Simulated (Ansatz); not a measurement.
# Two structures of Rh: comparison of enthalpies under pressure from a Python script

One table from this session's results is given with a row withheld; the runs are named, their logs left out.

All numbers are computed with Ansatz 0.2.0 through its Python package. Level of theory: DFT PBE, plane waves, PAW.

### The structure

Rh Im-3m: Symmetry: Im-3m, No. 229, cubic system. Conventional cell: a = 3.010 Å, b = 3.010 Å, c = 3.010 Å, α = 90.00°, β = 90.00°, γ = 90.00°. Rh (site symmetry m-3m) is surrounded by 8 Rh at 2.61 Å.

Rh Pm-3m: It takes space group Pm-3m (No. 221, cubic). Conventional cell: a = 2.470 Å, b = 2.470 Å, c = 2.470 Å, α = 90.00°, β = 90.00°, γ = 90.00°. Rh (site symmetry m-3m) has 6 Rh at 2.47 Å as nearest neighbours.

No structure file is read: the coordinates are typed or built in the script.

Set-up of the first run:

Contents of run_transition.py:

```python
import csv
import warnings

import ansatz as az
import numpy as np

SETTINGS = {
    "ecut": 470,
    "functional": "PBE",
    "k_spacing": 0.15,
    "smearing": "fermi_dirac",
    "sigma": 0.1,
}


def bcc(first, a):
    return az.Crystal.bcc(first, a=a)


def sc(a_site, a):
    return (
        az.Lattice.cubic(a)
        .space_group(221)
        .atom(a_site, [0, 0, 0])
    )


def solve(name, crystal, pressure=0.0):
    calc = crystal.calculation()
    calc = calc.basis(SETTINGS["ecut"]).functional(SETTINGS["functional"])
    calc = calc.kpoints(spacing=SETTINGS["k_spacing"])
    calc = calc.occupations(SETTINGS["smearing"], width=SETTINGS["sigma"])
    calc = calc.relax(force_tolerance=0.01, cell=True, pressure=pressure)
    return calc.run(threads=1, backend="cpu")


def volume_per_atom(outcome):
    return abs(np.linalg.det(outcome.lattice.cell_ang)) / len(outcome.lattice.sites)


def main() -> None:
    warnings.simplefilter("ignore", az.DeckWarning)

    phases = {}
    phases["bcc"] = bcc("Rh", 3.01)
    phases["sc"] = sc("Rh", 2.47)

    pressures = [0, 10, 20, 30]
    enthalpy, volume = {name: [] for name in phases}, {name: [] for name in phases}
    for p in pressures:
        for name, crystal in phases.items():
            o = solve(name, crystal, pressure=p)
            volume[name].append(volume_per_atom(o))
            enthalpy[name].append(o.report["energy_sigma0_ev"] / len(o.lattice.sites) + p * volume[name][-1] / 160.21766)
    gap = np.array(enthalpy["sc"]) - np.array(enthalpy["bcc"])
    rows = [(p, va, vb, 1000 * d) for p, va, vb, d in zip(pressures, volume["bcc"], volume["sc"], gap)]
    with open("transition.csv", "w", newline="") as handle:
        writer = csv.writer(handle)
        writer.writerow(["P (GPa)", "V bcc (A^3/atom)", "V sc (A^3/atom)", "H(sc) - H(bcc) (meV/atom)"])
        writer.writerows([round(v, 4) if isinstance(v, float) else v for v in row] for row in rows)
    print(open("transition.csv").read())
    crossings = [p0 - g0 * (p1 - p0) / (g1 - g0) for p0, p1, g0, g1 in zip(pressures, pressures[1:], gap, gap[1:]) if g0 * g1 < 0]
    print("crossing near", [round(float(p), 1) for p in crossings], "GPa") if crossings else print("no crossing in this range")


if __name__ == "__main__":
    main()
```

Started as:

```bash
python run_transition.py
```

One table of the session follows, with a row left open; its other results are not shown here.

Enthalpy H = E + pV of the second structure less the first:

```
pressure (GPa)  ΔH (meV/atom)
             0          442.2
            10              ?
            20          644.9
            30          732.7
```

Estimate the missing values for pressure (GPa) = 10.

Worked estimate for «ΔH (meV/atom)». A straight line through the neighbours (0, 442.2) and (20, 644.9) gives 442.2 + (644.9 − 442.2) × (10 − 0) / (20 − 0) = 543.5; a parabola fitted to 3 rows on both sides gives 548.1.

The run gave: ΔH (meV/atom): 549.1. In «ΔH (meV/atom)» the line misses by -5.6 and the parabola by -1.0.

Caveats from the session: Reading the output:
- No spin polarisation was allowed.
- At a fixed pressure a relaxation lowers the enthalpy F + PV, while F alone can rise.
- Only these two structures are compared, at zero temperature and with their symmetry kept; either may be hypothetical, and another phase may be lower than both.
